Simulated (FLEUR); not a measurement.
# HfB2 (P6/mmm) in FLEUR: notebook

Runs on HfB2. Level: LDA. Tasks: band structure, equation of state.

Program: FLEUR MaX-R8.1 (later development tree). These are calculated values, not measurements. Logs are shortened: lines on timing, memory, paths and dates and some standing lists are left out, and cuts for length are marked.

## 1. Starting point

It takes space group P6/mmm (No. 191, hexagonal). Conventional cell: a = 3.140 Å, b = 3.140 Å, c = 3.480 Å, α = 90.00°, β = 90.00°, γ = 120.00°. Around Hf (site symmetry 6/mmm) lie 12 B at 2.51 Å. Around B (site symmetry -6m2) lie 3 B at 1.81 Å.

## 2. Band structure, LDA

Input file inp.xml:

```xml
<?xml version="1.0" encoding="UTF-8" standalone="no"?>
<fleurInput fleurInputVersion="0.39">
   <comment>
      HfB2                                                                                                
   </comment>
   <calculationSetup>
      <cutoffs Kmax="4.53" Gmax="14.0" GmaxXC="14.0" numbands="0"/>
      <scfLoop itmax="60" minDistance="0.00001" maxIterBroyd="15" imix="Anderson" alpha="0.05" precondParam="0.0" spinf="2.0" sdNocoIR="T"/>
      <coreElectrons ctail="T" frcor="F" kcrel="0" coretail_lmax="0"/>
      <xcFunctional name="vwn" relativisticCorrections="F"/>
      <magnetism jspins="1"/>
      <soc l_soc="F" theta="0.0" phi="0.0" spav="F"/>
      <expertModes spex="0" secvar="F"/>
      <geometryOptimization l_f="F" forcealpha="1.0" forcemix="BFGS" epsdisp="0.00001" epsforce="0.00001"/>
      <ldaU l_linMix="F" mixParam="0.05" spinf="1.0"/>
   </calculationSetup>
   <cell>
      <bzIntegration valenceElectrons="32.0" mode="hist" fermiSmearingEnergy="0.00183747">
         <kPointListSelection listName="default-1"/>
         <!-- k-points included here -->
         <xi:include xmlns:xi="http://www.w3.org/2001/XInclude" href="kpts.xml"> </xi:include>
      </bzIntegration>
      <!-- symmetry operations included here -->
      <xi:include xmlns:xi="http://www.w3.org/2001/XInclude" href="sym.xml"> </xi:include>
      <bulkLattice scale="1.0">
[... 31 lines left out ...]
         </electronConfig>
         <energyParameters s="2" p="2" d="3" f="4"/>
         <lo type="SCLO" l="0" n="2" eDeriv="2"/>
         <lo type="SCLO" l="1" n="2" eDeriv="2"/>
         <lo type="SCLO" l="2" n="3" eDeriv="2"/>
      </species>
   </atomSpecies>
   <atomGroups>
      <atomGroup species="Hafnium (Hf)">
         <relPos label="                   1">.0000000000 .0000000000 .0000000000</relPos>
         <force calculate="T" relaxXYZ="TTT"/>
      </atomGroup>
      <atomGroup species="Boron (B)">
         <relPos label="                   2">-1.000/3.000 1.000/3.000 1.000/2.000</relPos>
         <relPos label="                   3">1.000/3.000 -1.000/3.000 1.000/2.000</relPos>
         <force calculate="T" relaxXYZ="TTT"/>
      </atomGroup>
   </atomGroups>
   <output dos="F" band="F" slice="F">
      <checks vchk="F" cdinf="F"/>
      <bandDOS minEnergy="-.5*Htr" maxEnergy="0.5*Htr" sigma="0.015" storeEVData="T"/>
      <vacuumDOS vacdos="F" integ="F" star="F" nstars="0" locx1="0.0" locy1="0.0" locx2="0.0" locy2="0.0" nstm="0" tworkf="0.0"/>
      <unfoldingBand unfoldBand="F" supercellX="1" supercellY="1" supercellZ="1"/>
      <plotting iplot="0" polar="F">
         <plot TwoD="T" vec1="  1.0  0.0  0.0" vec2="  0.0  1.0  0.0" vec3="  0.0  0.0  1.0" zero="  0.0  0.0  0.0" file="plot"/>
      </plotting>
      <chargeDensitySlicing numkpt="0" minEigenval="0.0" maxEigenval="0.0" nnne="0" pallst="F"/>
      <specialOutput eonly="F"/>
      <moessbauerParams electricFieldGradient="T" isomerShift="T" coreHyperfine="T" valenceHyperfine="T"/>
      <magneticCircularDichroism mcd="F" energyLo="-10.0" energyUp="0.0"/>
   </output>
  <!-- We include the file relax.xml here to enable relaxations (see documentation) -->
  <xi:include xmlns:xi="http://www.w3.org/2001/XInclude" href="relax.xml"> <xi:fallback/> </xi:include>
</fleurInput>
```

Input file crystal.txt:

```
HfB2
&input cartesian=F /
3.1400000000  0.0000000000  0.0000000000
-1.5700000000  2.7193197679  0.0000000000
0.0000000000  0.0000000000  3.4800000000
1.8897261246
1.0 1.0 1.0

3
72 0.0000000000  0.0000000000  0.0000000000
5 0.6666666667  0.3333333333  0.5000000000
5 0.3333333333  0.6666666667  0.5000000000

&kpt div1=10 div2=10 div3=8 gamma=T /
```

Input file inp.xml (bands):

```
<?xml version="1.0" encoding="UTF-8" standalone="no"?>
<fleurInput fleurInputVersion="0.39">
   <comment>
      HfB2                                                                                                
   </comment>
   <calculationSetup>
      <cutoffs Kmax="4.53" Gmax="14.0" GmaxXC="14.0" numbands="0"/>
      <scfLoop itmax="60" minDistance="0.00001" maxIterBroyd="15" imix="Anderson" alpha="0.05" precondParam="0.0" spinf="2.0" sdNocoIR="T"/>
      <coreElectrons ctail="T" frcor="F" kcrel="0" coretail_lmax="0"/>
      <xcFunctional name="vwn" relativisticCorrections="F"/>
      <magnetism jspins="1"/>
      <soc l_soc="F" theta="0.0" phi="0.0" spav="F"/>
      <expertModes spex="0" secvar="F"/>
      <geometryOptimization l_f="F" forcealpha="1.0" forcemix="BFGS" epsdisp="0.00001" epsforce="0.00001"/>
      <ldaU l_linMix="F" mixParam="0.05" spinf="1.0"/>
   </calculationSetup>
   <cell>
      <bzIntegration valenceElectrons="32.0" mode="hist" fermiSmearingEnergy="0.00183747">
         <kPointListSelection listName="path-1"/>
         <!-- k-points included here -->
         <xi:include xmlns:xi="http://www.w3.org/2001/XInclude" href="kpts.xml"> </xi:include>
      </bzIntegration>
      <!-- symmetry operations included here -->
      <xi:include xmlns:xi="http://www.w3.org/2001/XInclude" href="sym.xml"> </xi:include>
      <bulkLattice scale="1.0">
         <bravaisMatrix>
[... 30 lines left out ...]
         </electronConfig>
         <energyParameters s="2" p="2" d="3" f="4"/>
         <lo type="SCLO" l="0" n="2" eDeriv="2"/>
         <lo type="SCLO" l="1" n="2" eDeriv="2"/>
         <lo type="SCLO" l="2" n="3" eDeriv="2"/>
      </species>
   </atomSpecies>
   <atomGroups>
      <atomGroup species="Hafnium (Hf)">
         <relPos label="                   1">.0000000000 .0000000000 .0000000000</relPos>
         <force calculate="T" relaxXYZ="TTT"/>
      </atomGroup>
      <atomGroup species="Boron (B)">
         <relPos label="                   2">-1.000/3.000 1.000/3.000 1.000/2.000</relPos>
         <relPos label="                   3">1.000/3.000 -1.000/3.000 1.000/2.000</relPos>
         <force calculate="T" relaxXYZ="TTT"/>
      </atomGroup>
   </atomGroups>
   <output dos="F" band="T" slice="F">
      <checks vchk="F" cdinf="F"/>
      <bandDOS minEnergy="-.5*Htr" maxEnergy="0.5*Htr" sigma="0.015" storeEVData="T"/>
      <vacuumDOS vacdos="F" integ="F" star="F" nstars="0" locx1="0.0" locy1="0.0" locx2="0.0" locy2="0.0" nstm="0" tworkf="0.0"/>
      <unfoldingBand unfoldBand="F" supercellX="1" supercellY="1" supercellZ="1"/>
      <plotting iplot="0" polar="F">
         <plot TwoD="T" vec1="  1.0  0.0  0.0" vec2="  0.0  1.0  0.0" vec3="  0.0  0.0  1.0" zero="  0.0  0.0  0.0" file="plot"/>
      </plotting>
      <chargeDensitySlicing numkpt="0" minEigenval="0.0" maxEigenval="0.0" nnne="0" pallst="F"/>
      <specialOutput eonly="F"/>
      <moessbauerParams electricFieldGradient="T" isomerShift="T" coreHyperfine="T" valenceHyperfine="T"/>
      <magneticCircularDichroism mcd="F" energyLo="-10.0" energyUp="0.0"/>
   </output>
  <!-- We include the file relax.xml here to enable relaxations (see documentation) -->
  <xi:include xmlns:xi="http://www.w3.org/2001/XInclude" href="relax.xml"> <xi:fallback/> </xi:include>
</fleurInput>
```

Potentials or basis: all-electron, FLAPW.

Command:

```bash
> inpgen -f crystal.txt -profile fastHighL
> # inp.xml edited to the form shown
> fleur_MPI
> fleur_MPI   # second run, on inp.xml (bands)
```

Log:

```text
Welcome to FLEUR        (www.flapw.de)
      MaX-Release 8.1          (www.max-centre.eu)

 ========== k-point set info ==========
 Selected k-point list: default-1
 k-point list type: mesh
 10 x 10 x 8
 Number of k points: 70

 ------------Calculation Setup---------------------------
 Number of MPI-tasks      :            1
 Number of PE/node        :            1
 Number of OMP-threads    :            1
 Most efficient MPI parallelization for:
           1           2           5           7          10          14          35          70
 Additional eigenvalue parallelization possible
 Number of basis functions:          411
 Approximate size of matrices (H+S) per k-point:         0.003 GB
 --------------------------------------------------------
Nuclear radius smaller than smallest radial mesh point for atom type 2 -- skipping its core isomer shift
Nuclear radius smaller than smallest radial mesh point for atom type 2 -- skipping its isomer shift
 Iteration:     1   Distance:      17.36398005 me/bohr^3
Nuclear radius smaller than smallest radial mesh point for atom type 2 -- skipping its core isomer shift
Nuclear radius smaller than smallest radial mesh point for atom type 2 -- skipping its isomer shift
 Iteration:     2   Distance:      15.19205748 me/bohr^3
Nuclear radius smaller than smallest radial mesh point for atom type 2 -- skipping its core isomer shift
Nuclear radius smaller than smallest radial mesh point for atom type 2 -- skipping its isomer shift
 Iteration:     3   Distance:       7.81663496 me/bohr^3
Nuclear radius smaller than smallest radial mesh point for atom type 2 -- skipping its core isomer shift
Nuclear radius smaller than smallest radial mesh point for atom type 2 -- skipping its isomer shift
 Iteration:     4   Distance:       4.35551267 me/bohr^3
Nuclear radius smaller than smallest radial mesh point for atom type 2 -- skipping its core isomer shift
Nuclear radius smaller than smallest radial mesh point for atom type 2 -- skipping its isomer shift
 Iteration:     5   Distance:       3.17724022 me/bohr^3
Nuclear radius smaller than smallest radial mesh point for atom type 2 -- skipping its core isomer shift
Nuclear radius smaller than smallest radial mesh point for atom type 2 -- skipping its isomer shift
 Iteration:     6   Distance:       0.29363484 me/bohr^3
Nuclear radius smaller than smallest radial mesh point for atom type 2 -- skipping its core isomer shift
Nuclear radius smaller than smallest radial mesh point for atom type 2 -- skipping its isomer shift
 Iteration:     7   Distance:       0.27137892 me/bohr^3
Nuclear radius smaller than smallest radial mesh point for atom type 2 -- skipping its core isomer shift
Nuclear radius smaller than smallest radial mesh point for atom type 2 -- skipping its isomer shift
 Iteration:     8   Distance:       0.05917023 me/bohr^3
Nuclear radius smaller than smallest radial mesh point for atom type 2 -- skipping its core isomer shift
Nuclear radius smaller than smallest radial mesh point for atom type 2 -- skipping its isomer shift
 Iteration:     9   Distance:       0.07536299 me/bohr^3
Nuclear radius smaller than smallest radial mesh point for atom type 2 -- skipping its core isomer shift
Nuclear radius smaller than smallest radial mesh point for atom type 2 -- skipping its isomer shift
 Iteration:    10   Distance:       0.00876224 me/bohr^3
Nuclear radius smaller than smallest radial mesh point for atom type 2 -- skipping its core isomer shift
Nuclear radius smaller than smallest radial mesh point for atom type 2 -- skipping its isomer shift
 Iteration:    11   Distance:       0.00373487 me/bohr^3
Nuclear radius smaller than smallest radial mesh point for atom type 2 -- skipping its core isomer shift
Nuclear radius smaller than smallest radial mesh point for atom type 2 -- skipping its isomer shift
 Iteration:    12   Distance:       0.00096222 me/bohr^3
Nuclear radius smaller than smallest radial mesh point for atom type 2 -- skipping its core isomer shift
Nuclear radius smaller than smallest radial mesh point for atom type 2 -- skipping its isomer shift
 Iteration:    13   Distance:       0.00004163 me/bohr^3
Nuclear radius smaller than smallest radial mesh point for atom type 2 -- skipping its core isomer shift
Nuclear radius smaller than smallest radial mesh point for atom type 2 -- skipping its isomer shift
 Iteration:    14   Distance:       0.00002753 me/bohr^3
Nuclear radius smaller than smallest radial mesh point for atom type 2 -- skipping its core isomer shift
Nuclear radius smaller than smallest radial mesh point for atom type 2 -- skipping its isomer shift
 Iteration:    15   Distance:       0.00000184 me/bohr^3

 ********************************************************************
 Run finished successfully
 Stop message:
   all done
 ********************************************************************
```

Wall time 37 s (1 thread of AMD EPYC 9R45 (Zen 5), shared host); peak memory 0.07 GiB.

Results:

```yaml
Free_energy: -411931.9967 eV
Band_gap_along_the_path: none (metal or under the smearing width)
Valence_electrons_inside_the_program's_atomic_spheres: Hf 24.50; B 1.55 (radii Hf 2.66, B 1.59 bohr)
```

Levels at the corners of the path, in eV from the Fermi level:
```
point  band 13  band 14  band 15  band 16  band 17  band 18  band 19  band 20
    Γ    -2.91    -2.79    -2.79    -2.55     4.02     4.02     4.67     4.67
    M    -8.68    -4.01    -3.23    -2.76     2.32     2.75     5.64     5.72
    K    -7.97    -7.59    -2.47    -2.47     1.83     1.83     3.49     9.41
    Γ    -2.91    -2.79    -2.79    -2.55     4.02     4.02     4.67     4.67
    A    -8.20    -1.01    -1.01     0.39     0.39     1.04     1.04     2.24
    L    -7.21    -4.84    -4.59    -2.47     4.15     4.29     6.24     7.24
    H    -8.85    -5.31    -3.00    -3.00     4.47     5.47     7.00     7.00
    A    -8.20    -1.01    -1.01     0.39     0.39     1.04     1.04     2.24
    L    -7.21    -4.84    -4.59    -2.47     4.15     4.29     6.24     7.24
    M    -8.68    -4.01    -3.23    -2.76     2.32     2.75     5.64     5.72
    K    -7.97    -7.59    -2.47    -2.47     1.83     1.83     3.49     9.41
    H    -8.85    -5.31    -3.00    -3.00     4.47     5.47     7.00     7.00
```

Core levels (eV from the Fermi level):
```csv
atom,levels
1 Hf,"1s1/2 -65140.3, 2s1/2 -11130.1, 2p1/2 -10632.8, 2p3/2 -9442.2, 3s1/2 -2531.4, 3p1/2 -2310.6, 3p3/2 -2055.5, 4s1/2 -505.1, 3d3/2 -1680.6, 3d5/2 -1624.9, 4p1/2 -414.6, 4p3/2 -356.0, 4d3/2 -207.2, 4d5/2 -196.4"
2 B,1s1/2 -171.2
3 B,1s1/2 -171.2
```

Caveat: spin-orbit coupling is left out, which moves the levels of the heavy elements.

## 3. Equation of state, LDA, 9.31 Å³/atom (volume scaled by 0.94)

Changes to inp.xml since step 2:

```diff
@@ -6,3 +6,3 @@
    <calculationSetup>
-      <cutoffs Kmax="4.53" Gmax="14.0" GmaxXC="14.0" numbands="0"/>
+      <cutoffs Kmax="4.68" Gmax="14.5" GmaxXC="14.5" numbands="0"/>
       <scfLoop itmax="60" minDistance="0.00001" maxIterBroyd="15" imix="Anderson" alpha="0.05" precondParam="0.0" spinf="2.0" sdNocoIR="T"/>
@@ -24,3 +24,3 @@
       <xi:include xmlns:xi="http://www.w3.org/2001/XInclude" href="sym.xml"> </xi:include>
-      <bulkLattice scale="1.0">
+      <bulkLattice scale="0.9795861087">
          <bravaisMatrix>
@@ -49,3 +49,3 @@
       <species name="Boron (B)" element="B" atomicNumber="5">
-         <mtSphere radius="1.59" gridPoints="527" logIncrement="0.019"/>
+         <mtSphere radius="1.54" gridPoints="527" logIncrement="0.019"/>
          <atomicCutoffs lmax="8" lnonsphr="8"/>
```

Potentials or basis: all-electron, FLAPW.

Command:

```bash
> inpgen -f crystal.txt -profile fastHighL
> # inp.xml edited to the form shown
> fleur_MPI
```

It took 35 s on 1 thread of AMD EPYC 9R45 (Zen 5), shared host; peak memory 0.09 GiB.

The run converged. Its results:

```
Free energy                                           : -411932.0237 eV
Band gap on the k mesh                                : none (metal or under the smearing width)
Valence electrons inside the program's atomic spheres : Hf 24.68; B 1.49 (radii Hf 2.66, B 1.54 bohr)
```

## 4. Equation of state, LDA, 9.51 Å³/atom (volume scaled by 0.96)

Changes to inp.xml since step 3:

```diff
@@ -24,3 +24,3 @@
       <xi:include xmlns:xi="http://www.w3.org/2001/XInclude" href="sym.xml"> </xi:include>
-      <bulkLattice scale="0.9795861087">
+      <bulkLattice scale="0.9864848297">
          <bravaisMatrix>
```

Command:

```bash
> inpgen -f crystal.txt -profile fastHighL
> # inp.xml edited to the form shown
> fleur_MPI
```

Wall time 37 s (1 thread of AMD EPYC 9R45 (Zen 5), shared host); peak memory 0.09 GiB.

It converged, with:

* Free energy: -411932.0355 eV
* Band gap on the k mesh: none (metal or under the smearing width)
* Valence electrons inside the program's atomic spheres: Hf 24.62; B 1.47 (radii Hf 2.66, B 1.54 bohr)

## 5. Equation of state, LDA, 9.90 Å³/atom

Changes to inp.xml since step 4:

```diff
@@ -24,3 +24,3 @@
       <xi:include xmlns:xi="http://www.w3.org/2001/XInclude" href="sym.xml"> </xi:include>
-      <bulkLattice scale="0.9864848297">
+      <bulkLattice scale="1.0000000000">
          <bravaisMatrix>
```

Command:

```bash
> inpgen -f crystal.txt -profile fastHighL
> # inp.xml edited to the form shown
> fleur_MPI
```

It took 39 s on 1 thread of AMD EPYC 9R45 (Zen 5), shared host; peak memory 0.09 GiB.

The run converged. Its results:

```yaml
Free_energy: -411931.9970 eV
Band_gap_on_the_k_mesh: none (metal or under the smearing width)
Valence_electrons_inside_the_program's_atomic_spheres: Hf 24.50; B 1.43 (radii Hf 2.66, B 1.54 bohr)
```

## 6. Equation of state, LDA, 10.30 Å³/atom (volume scaled by 1.04)

Changes to inp.xml since step 5:

```diff
@@ -24,3 +24,3 @@
       <xi:include xmlns:xi="http://www.w3.org/2001/XInclude" href="sym.xml"> </xi:include>
-      <bulkLattice scale="1.0000000000">
+      <bulkLattice scale="1.0131594038">
          <bravaisMatrix>
```

Potentials or basis: all-electron, FLAPW.

Command:

```bash
> inpgen -f crystal.txt -profile fastHighL
> # inp.xml edited to the form shown
> fleur_MPI
```

Run time: 41 s. Hardware: 1 thread of AMD EPYC 9R45 (Zen 5), shared host; peak memory 0.09 GiB.

It converged, with:

| Item | Value |
| --- | --- |
| Free energy | -411931.8885 eV |
| Band gap on the k mesh | none (metal or under the smearing width) |
| Valence electrons inside the program's atomic spheres | Hf 24.40; B 1.40 (radii Hf 2.66, B 1.54 bohr) |

## 7. Equation of state, LDA, 10.50 Å³/atom (volume scaled by 1.06)

Changes to inp.xml since step 6:

```diff
@@ -24,3 +24,3 @@
       <xi:include xmlns:xi="http://www.w3.org/2001/XInclude" href="sym.xml"> </xi:include>
-      <bulkLattice scale="1.0131594038">
+      <bulkLattice scale="1.0196128224">
          <bravaisMatrix>
```

Command:

```bash
> inpgen -f crystal.txt -profile fastHighL
> # inp.xml edited to the form shown
> fleur_MPI
```

Wall time 41 s (1 thread of AMD EPYC 9R45 (Zen 5), shared host); peak memory 0.09 GiB.

It converged, with:

- Free energy: -411931.8121 eV
- Band gap on the k mesh: none (metal or under the smearing width)
- Valence electrons inside the program's atomic spheres: Hf 24.35; B 1.38 (radii Hf 2.66, B 1.54 bohr)

## 8. Equation of state, LDA

No new run: the results of the series are fitted here.

What came out:

```yaml
Equilibrium_volume: 9.52 Å³/atom
Bulk_modulus_at_fixed_shape_and_positions: 275 GPa
Pressure_derivative_of_the_bulk_modulus: "3.9 (rough: it moves with the points fitted)"
```

Energy against volume, from the lowest point:
| volume (Å³/atom) | energy (meV/atom) |
| --- | --- |
| 9.311 | 3.92 |
| 9.509 | 0.00 |
| 9.905 | 12.84 |
| 10.301 | 48.99 |
| 10.499 | 74.46 |

Caveat: the cell was scaled at fixed shape and fractional positions, which overstates the stiffness of a crystal with free parameters, most of all of layers and chains.
